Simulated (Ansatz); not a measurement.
## BN: zone-centre modes

All numbers below come from DFT LDA, scalar-relativistic, plane waves, PAW (Ansatz). Plane waves to 420 eV; Γ-centred k mesh 12×12×12; fixed occupations. No spin polarisation. Phonons by linear response, acoustic sum rule imposed.

The cell, relaxed at this level:
```
B N
1.0
     2.47721    0.00243   -0.23771
    -1.22930    2.15067    0.23772
    -0.93303   -0.89743    3.28246
B N
1 1
Direct
  0.99112 0.99147 0.99398
  0.65702 0.32442 0.99283
```

The crystal is built of layers and no dispersion correction was added, so the binding between them is poorly described, and with it their spacing and whatever depends on it.

Question: Give the high-frequency dielectric tensor ε∞.

Answer:
```
 4.93  0.01 -0.20
 0.01  4.94  0.12
-0.20  0.12  2.85
```

Question: Give the Born effective charges.

Answer:
| atom | Z*xx | Z*yy | Z*zz | mean |
| --- | --- | --- | --- | --- |
| B (atom 1) | 2.67 | 2.69 | 0.78 | 2.05 |
| N (atom 2) | -2.67 | -2.69 | -0.78 | -2.05 |

Question: How large is the static dielectric tensor with the ions free to move, and what share of it is ionic?

Answer:
```
 6.7  0.0 -0.3
 0.0  6.7  0.2
-0.3  0.2  3.3
```
The ions give 24 % of its trace.

This form isn't the usual stable structure of the compound.

Cost: 1 run of about 1.4 core-minutes, on Intel Xeon Platinum 8259CL (Skylake/Cascade Lake) (shared hosts).